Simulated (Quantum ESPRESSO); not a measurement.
# InP: single point with PBE

Crystal: InP.

```
In P
1.0
     0.00000    2.87225    3.04064
     2.87225    0.00000    3.04064
     2.87225    2.87225    0.00000
In P
1 1
Direct
  0.00000 0.00000 0.00000
  0.25000 0.25000 0.25000
```

The cell was built by a generator and isn't the measured one.

- Program: Quantum ESPRESSO 7.5
- Task: single point
- Functional: PBE
- Potentials or basis: PseudoDojo 0.4.1 SR PBE standard
- Cutoff: 952 eV
- Density cutoff: 3810 eV
- k mesh: 8 × 8 × 8
- Occupations: gaussian, width 0.01 eV
- Spin: no spin polarisation
- Mixing beta: 0.5
- Most SCF iterations: 120
- SCF threshold: 4e-10 Ry

| Property | Result |
| --- | --- |
| Pressure | 3.6 GPa |
| Band gap on the k mesh | 0.61 eV, direct |

Stress tensor (GPa, compression positive):
```
4.42 0.00 0.00
0.00 4.42 0.00
0.00 0.00 1.87
```

Levels at points of the mesh, in eV from the valence-band top:
| k point | band 7 | band 8 | band 9 | band 10 | band 11 | band 12 |
| --- | --- | --- | --- | --- | --- | --- |
| (0.00, 0.00, 0.00) | -0.30 | 0.00 | 0.00 | 0.61 | 3.99 | 3.99 |
| (0.00, 0.00, -0.50) | -5.84 | -1.26 | -0.87 | 1.36 | 4.58 | 4.92 |
| (0.00, -0.50, -0.50) | -5.73 | -2.53 | -2.51 | 1.56 | 2.00 | 9.20 |
| (-0.50, -0.50, 0.00) | -6.09 | -2.20 | -2.20 | 1.89 | 2.51 | 8.78 |

It took 42 s on 1 thread of Intel(R) Xeon(R) Platinum 8375C CPU @ 2.90GHz (Ice Lake) (shared host), peak memory 0.1 GiB.

Caveat: spin-orbit coupling is left out, which moves the levels of the heavy elements. Expect the measured gap to be larger: semilocal functionals such as PBE lack the derivative discontinuity.
